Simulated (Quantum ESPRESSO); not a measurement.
K under changes of volume

One of the cells (80.087 Å³/atom); the others are scaled copies at fixed shape and fractional positions:

```
CELL_PARAMETERS angstrom
4.31044 0.00000 0.00000
0.00000 4.31044 0.00000
0.00000 0.00000 4.31044
ATOMIC_POSITIONS crystal
K 0.00000 0.00000 0.00000
```

This isn't the form of K at room conditions, which is bcc.

| Item | Value |
| --- | --- |
| Program | Quantum ESPRESSO 7.5 |
| Functional | PBE |
| Potentials or basis | SSSP 1.3 efficiency PBE |
| Cutoff | 816 eV |
| Density cutoff | 6531 eV |
| k mesh | 6 × 6 × 6 |
| Occupations | fermi-dirac, width 0.05 eV |
| Spin | no spin polarisation |

```csv
volume (Å³/atom),energy over the lowest point (meV/atom),pressure (GPa)
75.282,?,?
76.884,0.52,0.1
78.486,0.00,0.0
80.087,0.06,0.0
81.689,0.66,-0.1
83.291,1.73,-0.1
84.893,3.23,-0.2
```

Q: What does the run at 75.282 Å³/atom give?

A: Energy over the lowest point 1.67 meV/atom; pressure 0.1 GPa.

Worked out: A Birch-Murnaghan fit of order 3 (a polynomial in V^(-2/3)) to the other rows has its minimum at 79.09 Å³/atom with B0 = V·E''(V) = 2.8 GPa and B' = 4.2. It gives 1.70 meV/atom at 75.282 Å³/atom, against the run's 1.67, and -dE/dV = 0.2 GPa, against 0.1.

Energies are extrapolated to zero smearing.
